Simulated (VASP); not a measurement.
# O (P2/c) in VASP: band structure with HSE06

Aim: the band structure of O with HSE06.

All numbers are computed with VASP 6.6.1; they aren't measurements. Logs are shortened: lines on timing, memory, paths and dates and some standing lists are left out, and cuts for length are marked.

**1. Starting point**

It takes space group P2/c (No. 13, monoclinic). The conventional cell has a = 3.892 Å, b = 3.789 Å, c = 3.117 Å, α = 90.00°, β = 108.65°, γ = 90.00°. O (site symmetry 1) is surrounded by 1 O at 1.23 Å.

**2. Band structure, HSE06**

The input, POSCAR:

```
O
1.0
    3.8922577202      0.0000000000      0.0000000000
    0.0000000000      3.7894570000      0.0000000000
   -0.9966562331      0.0000000000      2.9534146937
O
4
Direct
    0.3329660000      0.3058770000      0.1812950000
    0.6670340000      0.3058770000      0.3187050000
    0.6670340000      0.6941230000      0.8187050000
    0.3329660000      0.6941230000      0.6812950000
```

The input, INCAR.step1:

```
SYSTEM = O
  PREC = Accurate
  ENCUT = 520
  EDIFF = 1E-5
  ISMEAR = 0
  SIGMA = 0.02
  LREAL = .False.
  LASPH = .True.
  NELM = 60
  ALGO = Normal
  ISIF = 2
  LWAVE = .True.
  LCHARG = .False.
  NBANDS = 20
  GGA = PE
```

The input, INCAR.step2:

```
SYSTEM = O
  PREC = Accurate
  ENCUT = 520
  EDIFF = 1E-6
  ISMEAR = 0
  SIGMA = 0.02
  LREAL = .False.
  LASPH = .True.
  NELM = 60
  ALGO = Normal
  ISIF = 2
  LWAVE = .False.
  LCHARG = .False.
  GGA = PE
  LHFCALC = .True.
  HFSCREEN = 0.2
  PRECFOCK = Fast
  NBANDS = 20
  ISTART = 1
```

The input, KPOINTS:

```
regular mesh
0
Gamma
  6 4 6
  0 0 0
```

The input, KPOINTS_OPT:

```
path GYHCEM1AXH1,MDZ,YD
12
line-mode
reciprocal
 0.0000000000  0.0000000000  0.0000000000  G
-0.5000000000  0.0000000000  0.0000000000  Y

-0.5000000000  0.0000000000  0.0000000000  Y
-0.6654265909  0.0000000000  0.4143287270  H

-0.6654265909  0.0000000000  0.4143287270  H
-0.5000000000  0.0000000000  0.5000000000  C

-0.5000000000  0.0000000000  0.5000000000  C
-0.5000000000 -0.5000000000  0.5000000000  E

-0.5000000000 -0.5000000000  0.5000000000  E
-0.3345734091 -0.5000000000  0.5856712730  M1

-0.3345734091 -0.5000000000  0.5856712730  M1
 0.0000000000 -0.5000000000  0.5000000000  A

 0.0000000000 -0.5000000000  0.5000000000  A
 0.0000000000  0.0000000000  0.5000000000  X

 0.0000000000  0.0000000000  0.5000000000  X
-0.3345734091  0.0000000000  0.5856712730  H1

-0.6654265909 -0.5000000000  0.4143287270  M
-0.5000000000 -0.5000000000  0.0000000000  D

-0.5000000000 -0.5000000000  0.0000000000  D
 0.0000000000 -0.5000000000  0.0000000000  Z

-0.5000000000  0.0000000000  0.0000000000  Y
-0.5000000000 -0.5000000000  0.0000000000  D
```

Potentials or basis: VASP PAW PBE potentials, release 64 (O).

Run with:

```console
$ cat potpaw_PBE.64/O/POTCAR > POTCAR
$ cp INCAR.step1 INCAR
$ mpirun -np 1 vasp_std > vasp.out
$ cp INCAR.step2 INCAR
$ mpirun -np 1 vasp_std > vasp.out
```

OUTCAR:

```text
SYSTEM = O
   PREC = Accurate
   ENCUT = 520
   EDIFF = 1E-6
   ISMEAR = 0
   LREAL = .False.
   LASPH = .True.
   NELM = 60
   ISIF = 2
   GGA = PE
   LHFCALC = .True.
   HFSCREEN = 0.2
   PRECFOCK = Fast
   ISTART = 1

 ion  position               nearest neighbor table
   1  0.333  0.306  0.181-   2 1.23
   2  0.667  0.306  0.319-   1 1.23
   3  0.667  0.694  0.819-   4 1.23
   4  0.333  0.694  0.681-   3 1.23

  LATTYP: Found a simple monoclinic cell.
 ALAT       =     3.1170470000
 B/A-ratio  =     1.2157201993
 C/A-ratio  =     1.2487003630
 COS(beta)  =    -0.3197437296

  Lattice vectors:

 A1 = (  -0.9966562331,   0.0000000000,   2.9534146937)
 A2 = (   0.0000000000,  -3.7894570000,   0.0000000000)
 A3 = (   3.8922577202,   0.0000000000,   0.0000000000)

Analysis of symmetry for initial positions (statically):
=====================================================================
 Subroutine PRICEL returns:
 Original cell was already a primitive cell.

 Routine SETGRP: Setting up the symmetry group for a
 simple monoclinic supercell.

 Subroutine GETGRP returns: Found  4 space group operations
 (whereof  2 operations were pure point group operations)
 out of a pool of  4 trial point group operations.

The static configuration has the point symmetry S_2 .
 The point group associated with its full space group is C_2h.

Analysis of symmetry for dynamics (positions and initial velocities):
=====================================================================
 Subroutine PRICEL returns:
 Original cell was already a primitive cell.

 Routine SETGRP: Setting up the symmetry group for a
 simple monoclinic supercell.

 Subroutine GETGRP returns: Found  4 space group operations
 (whereof  2 operations were pure point group operations)
 out of a pool of  4 trial point group operations.

The dynamic configuration has the point symmetry S_2 .
 The point group associated with its full space group is C_2h.

 Subroutine INISYM returns: Found  4 space group operations
 (whereof  2 operations are pure point group operations),
 and found     1 'primitive' translations

----------------------------------------------------------------------------------------

                                     Primitive cell

  volume of cell :      43.5615

  direct lattice vectors                    reciprocal lattice vectors
     3.892257720  0.000000000  0.000000000     0.256920295  0.000000000  0.086700054
     0.000000000  3.789457000  0.000000000     0.000000000  0.263890051  0.000000000
    -0.996656233  0.000000000  2.953414694     0.000000000  0.000000000  0.338591124

  length of vectors
     3.892257720  3.789457000  3.117047000     0.271154821  0.263890051  0.338591124

  position of ions in fractional coordinates (direct lattice)
     0.332966000  0.305877000  0.181295000
     0.667034000  0.305877000  0.318705000
     0.667034000  0.694123000  0.818705000
     0.332966000  0.694123000  0.681295000

  ion indices of the primitive-cell ions
   primitive index   ion index
                 1           1
                 2           2
                 3           3
                 4           4

----------------------------------------------------------------------------------------

 KPOINTS: regular mesh

Automatic generation of k-mesh.
 Grid dimensions read from file:
 generate k-points for:    6    4    6

 Generating k-lattice:

  Cartesian coordinates                     Fractional coordinates (reciprocal lattice)
     0.042820049  0.000000000  0.014450009     0.166666667  0.000000000  0.000000000
     0.000000000  0.065972513  0.000000000     0.000000000  0.250000000  0.000000000
     0.000000000  0.000000000  0.056431854     0.000000000  0.000000000  0.166666667

  Length of vectors
     0.045192470  0.065972513  0.056431854

  Shift w.r.t. Gamma in fractional coordinates (k-lattice)
     0.000000000  0.000000000  0.000000000

 Subroutine IBZKPT returns following result:
 ===========================================

 Found     60 irreducible k-points:

 Following reciprocal coordinates:
            Coordinates               Weight
  0.000000  0.000000  0.000000      1.000000
  0.166667  0.000000  0.000000      2.000000
  0.333333  0.000000 -0.000000      2.000000
  0.500000  0.000000 -0.000000      1.000000
  0.000000  0.250000  0.000000      2.000000
  0.166667  0.250000  0.000000      4.000000
[... 16 lines left out ...]
 -0.333333  0.250000  0.166667      4.000000
 -0.166667  0.250000  0.166667      4.000000
 [... further k-points ...]
   k-points           NKPTS =     60   k-points in BZ     NKDIM =    144   number of bands    NBANDS=     20
   number of dos      NEDOS =    301   number of ions     NIONS =      4
   total plane-waves  NPLWV =  20160
   dimension x,y,z NGX =    30 NGY =   28 NGZ =   24
   dimension x,y,z NGXF=    60 NGYF=   56 NGZF=   48
   ions per type =               4
   NGX,Y,Z   is equivalent  to a cutoff of  12.81, 12.28, 12.80 a.u.
   NGXF,Y,Z  is equivalent  to a cutoff of  25.63, 24.57, 25.60 a.u.
 SYSTEM =  O
   PREC   = accura    normal or accurate (medium, high low for compatibility)
   ISTART =      1    job   : 0-new  1-cont  2-samecut
   ICHARG =      0    charge: 1-file 2-atom 10-const
   ISPIN  =      1    spin polarized calculation?
   LNONCOLLINEAR =      F non collinear calculations
   LSORBIT =      F    spin-orbit coupling
   LASPH  =      T    aspherical Exc in radial PAW
   ENCUT  =  520.0 eV  38.22 Ry    6.18 a.u.   7.24  7.05  5.80*2*pi/ulx,y,z
   NELM   =     60;   NELMIN=  2; NELMDL=  0     # of ELM steps
   EDIFF  = 0.1E-05   stopping-criterion for ELM
   LREAL  =      F    real-space projection
   EDIFFG = 0.1E-04   stopping-criterion for IOM
   NSW    =      0    number of steps for IOM
   IBRION =     -1    ionic relax: 0-MD 1-quasi-New 2-CG
   NFREE  =      0    steps in history (QN), initial steepest desc. (CG)
   ISIF   =      2    stress and relaxation
   ISYM   =      3    0-nonsym 1-usesym 2-fastsym
   POTIM  = 0.5000    time-step for ionic-motion
   TEBEG  =    0.0;   TEEND  =   0.0 temperature during run
   PSTRESS=    0.0 pullay stress
   NELECT =      24.0000    total number of electrons
   NUPDOWN=      -1.0000    fix difference up-down
   EMIN   =  10.00;   EMAX   =-10.00  energy-range for DOS
   EFERMI =   0.00;   METHOD = LEGACY
   ISMEAR =     0;   SIGMA  =   0.02  broadening in eV -4-tet -1-fermi 0-gaus
   EFERMI_NEDOS =   21; number of points for ismear=-14 and -15
   IALGO  =     38    algorithm
   IMIX   =      1    mixing-type and parameters
     AMIX     =   0.40;   BMIX     =  1.00
     AMIX_MAG =   1.60;   BMIX_MAG =  1.00
  volume/ion in A,a.u.               =      10.89        73.49
  Fermi-wavevector in a.u.,A,eV,Ry     =   1.342077  2.536159 24.506431  1.801172
  Thomas-Fermi vector in A             =   2.470260
   LORBIT       =      0    0 simple, 1 ext, 2 COOP (PROOUT), +10 PAW based schemes
   GGA     = PE    functional components
   LHFCALC =     T    Hartree Fock is set to
   PRECFOCK=fast      Normal, Fast or Accurate (Low or Medium for compatibility)
   ENCUT4O =  -1.0   cutoff for four orbital integrals eV
   NKREDX  =     1    reduce k-point grid by
   NKREDY  =     1    reduce k-point grid by
   NKREDZ  =     1    reduce k-point grid by
   AEXX    =    0.2500 exact exchange contribution
   HFSCREEN=    0.2000 screening length (either q_TF or 0.3 A-1)
   HFSCREENC=   0.2000 screening length for correlation (either q_TF or 0.3 A-1)
   ENCUTFOCK=  -1.0 apply spherical cutoff to Coloumb kernel
   IVDW    =     0    specifies the selected vdW correction
   LEPSILON=     F    determine dielectric tensor
   LRPA    =     F    only Hartree local field effects (RPA)
 non-spin polarized calculation
 Gauss-broadening in eV      SIGMA  =   0.02
  energy-cutoff  :      520.00
  volume of cell :       43.56
 maximum number of plane-waves:      1189
 NGX is ok and might be reduce to    30
  NGX = 18; NGY = 18; NGZ = 14

 number of electron      23.9999988 magnetization

 Free energy of the ion-electron system (eV)
  ---------------------------------------------------
  ext. energy  EPLUGINS =         0.00000000
  ---------------------------------------------------
  free energy    TOTEN  =       -26.08711327 eV

  energy without entropy =      -26.08711327  energy(sigma->0) =      -26.08711327

 E-fermi :  -0.2977     XC(G=0):  -7.8677

 val. band max:       -0.4736636551   @ k =   0.0000   0.5000   0.0000
 cond. band min:       0.7035041835   @ k =   0.5000   0.5000  -0.0000
 fundamental gap:      1.1771678386
 Fermi energy:        -0.2976708101

 k-point     1 :       0.0000    0.0000    0.0000
  band No.  band energies     occupation
      1     -29.8641      2.00000
      2     -27.9778      2.00000
      3     -16.8625      2.00000
      4     -14.6514      2.00000
      5     -10.1221      2.00000
      6      -9.2430      2.00000
[... 12 lines left out ...]
     19      15.1205      0.00000
     20      18.0507      0.00000

 k-point     2 :       0.1667    0.0000    0.0000
  band No.  band energies     occupation
      1     -29.8451      2.00000
      2     -27.9737      2.00000
      3     -17.1125      2.00000
      4     -14.7146      2.00000
      5      -9.7697      2.00000
      6      -9.0907      2.00000
[... 12 lines left out ...]
     19      14.8557      0.00000
     20      18.6529      0.00000

 k-point     3 :       0.3333    0.0000   -0.0000
  band No.  band energies     occupation
      1     -29.8060      2.00000
      2     -27.9646      2.00000
      3     -17.5525      2.00000
      4     -14.8360      2.00000
      5      -9.3792      2.00000
      6      -8.9656      2.00000
[... 12 lines left out ...]
     19      14.6594      0.00000
     20      18.8058      0.00000

 k-point     4 :       0.5000    0.0000   -0.0000
  band No.  band energies     occupation
      1     -29.7863      2.00000
      2     -27.9600      2.00000
      3     -17.7502      2.00000
      4     -14.8947      2.00000
      5      -9.2797      2.00000
      6      -8.9997      2.00000
[... 429 lines left out ...]
 k-point    23 :      -0.3333    0.2500    0.1667
  band No.  band energies     occupation
      1     -29.6060      2.00000
      2     -28.1731      2.00000
      3     -17.0963      2.00000
      4     -15.1609      2.00000
      5      -9.5748      2.00000
      6      -9.1732      2.00000
[... 12 lines left out ...]
     19      15.1781      0.00000
     20      17.6256      0.00000

 k-point    24 :      -0.1667    0.2500    0.1667
  band No.  band energies     occupation
      1     -29.6376      2.00000
      2     -28.1829      2.00000
      3     -16.7114      2.00000
      4     -15.0267      2.00000
      5      -9.9238      2.00000
      6      -9.4391      2.00000
[... 12 lines left out ...]
     19      15.7020      0.00000
     20      17.5286      0.00000

 [... further k-points ...]

------------------------ aborting loop because EDIFF is reached ----------------------------------------

  FORCE on cell =-STRESS in cart. coord.  units (eV):
  Direction    XX          YY          ZZ          XY          YZ          ZX
  --------------------------------------------------------------------------------------
  -------------------------------------------------------------------------------------
  Total       -3.3577080     -0.1638211     -1.4381563      0.0000000      0.0000000     -1.2807709
  in kB     -123.4953218     -6.0252826    -52.8948855      0.0000000      0.0000000    -47.1063025
  external PRESSURE =     -60.8051633 kB  Pullay stress =       0.0000000 kB

 VOLUME and BASIS-vectors are now :
 -----------------------------------------------------------------------------
  energy-cutoff  :      520.00
  volume of cell :       43.56
      direct lattice vectors                 reciprocal lattice vectors
     3.892257720  0.000000000  0.000000000     0.256920295  0.000000000  0.086700054
     0.000000000  3.789457000  0.000000000     0.000000000  0.263890051  0.000000000
    -0.996656233  0.000000000  2.953414694     0.000000000  0.000000000  0.338591124

 POSITION                                       TOTAL-FORCE (eV/Angst)
 -----------------------------------------------------------------------------------
      1.11530      1.15911      0.53544         1.937549      0.517212      0.767538
      2.27863      1.15911      0.94127        -1.937549      0.517212     -0.767538
      1.78030      2.63035      2.41798        -1.937549     -0.517212     -0.767538
      0.61697      2.63035      2.01215         1.937549     -0.517212      0.767538
 -----------------------------------------------------------------------------------
    total drift:                                0.000000     -0.000000     -0.000000

  FREE ENERGIE OF THE ION-ELECTRON SYSTEM (eV)
  ---------------------------------------------------
  free  energy   TOTEN  =       -26.0871132689 eV

  energy  without entropy=      -26.0871132689  energy(sigma->0) =      -26.08711327
```

It took 2 h on 1 thread of Intel Xeon Platinum 8488C (Sapphire Rapids), shared host; peak memory 0.38 GiB.

Results:

| Quantity | Value |
| --- | --- |
| Free energy | -26.0871 eV |
| Pressure | -6.1 GPa |
| Largest force | 2.147 eV/Å |
| Band gap on the k mesh | 1.18 eV, indirect (least direct gap 1.37 eV) |
| Band gap along the path | 1.18 eV, indirect (least direct gap 1.37 eV) |

Forces on the atoms (eV/Å):
```
O    1.938  0.517  0.768
O   -1.938  0.517 -0.768
O   -1.938 -0.517 -0.768
O    1.938 -0.517  0.768
```

Levels at the corners of the path, in eV from the valence-band top:
```tsv
point	band 10	band 11	band 12	band 13	band 14	band 15
Γ	-5.04	-0.96	-0.77	2.54	2.61	11.02
Y	-5.13	-1.41	-0.52	2.61	2.83	8.42
Y	-5.13	-1.41	-0.52	2.61	2.83	8.42
H	-5.47	-1.09	-1.05	1.92	2.48	10.04
H	-5.47	-1.09	-1.05	1.92	2.48	10.04
C	-5.61	-1.09	-1.09	2.13	2.13	10.99
C	-5.61	-1.09	-1.09	2.13	2.13	10.99
E	-4.62	-1.96	-1.96	3.10	3.10	11.16
E	-4.62	-1.96	-1.96	3.10	3.10	11.16
M1	-4.68	-2.06	-1.62	3.03	3.06	10.74
M1	-4.68	-2.06	-1.62	3.03	3.06	10.74
A	-4.62	-1.75	-1.75	3.10	3.10	11.63
A	-4.62	-1.75	-1.75	3.10	3.10	11.63
X	-5.65	-0.96	-0.96	2.22	2.22	11.56
X	-5.65	-0.96	-0.96	2.22	2.22	11.56
H1	-5.47	-1.09	-1.05	1.92	2.48	10.04
M	-4.68	-2.06	-1.62	3.03	3.06	10.74
D	-5.61	-0.26	-0.20	1.18	2.48	9.46
D	-5.61	-0.26	-0.20	1.18	2.48	9.46
Z	-5.49	-0.66	0.00	1.55	2.18	12.34
Y	-5.13	-1.41	-0.52	2.61	2.83	8.42
D	-5.61	-0.26	-0.20	1.18	2.48	9.46
```

Caveat: the standard files for N, O and F lose accuracy on very short bonds; spin is off for a triplet molecule; the PAW data sets were made with another functional, which shifts forces and pressure a little.
